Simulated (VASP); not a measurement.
## Zr: relaxation of shape and atoms at fixed volume with LDA

Zr:

```
CELL_PARAMETERS angstrom
3.19072 0.00000 0.00000
-1.59536 2.76324 0.00000
0.00000 0.00000 5.14911
ATOMIC_POSITIONS crystal
Zr 0.33333 0.66667 0.25000
Zr 0.66667 0.33333 0.75000
```

The cell isn't the ideal one: a relaxed cell with its volume scaled by 1.04.

| Item | Value |
| --- | --- |
| Program | VASP 6.6.1 |
| Task | relaxation of shape and atoms at fixed volume |
| Functional | LDA |
| Potentials or basis | VASP PAW LDA potentials, release 64 (Zr_sv) |
| Cutoff | 600 eV |
| k mesh | 15 × 15 × 7 |
| Occupations | methfessel-paxton, width 0.1 eV |
| Spin | no spin polarisation |
| Further INCAR settings | ALGO = Fast; EDIFF = 1e-07; IBRION = 2; EDIFFG = -0.01; NSW = 40; ISIF = 4 |

* Energy gained by relaxing: 0.1 meV/atom
* Ionic steps: 3
* Pressure after relaxing: -3.8 GPa
* Band gap on the k mesh: none (metal or under the smearing width)

The path:
```tsv
step	energy change (eV)	largest force (eV/Å)	pressure (GPa)
1	0.0000	0.0000	-3.87
2	-0.0002	0.0000	-3.86
3	-0.0002	0.0000	-3.85
```

Final structure:
```
Zr
1.0
     3.19568    0.00000    0.00000
    -1.59784    2.76754    0.00000
     0.00000    0.00000    5.13312
Zr
2
Direct
  0.33333 0.66667 0.25000
  0.66667 0.33333 0.75000
```

Levels at points of the mesh, in eV from the Fermi level:
```csv
k point,band 8,band 9,band 10,band 11,band 12,band 13,band 14,band 15,band 16
"(0.00, 0.00, 0.00)",-26.13,-5.69,-3.12,0.84,0.84,0.91,1.28,1.53,1.53
```

It took 3.9 min on 1 thread of Intel(R) Xeon(R) Platinum 8488C (Sapphire Rapids), on a shared host, peak memory 0.21 GiB.
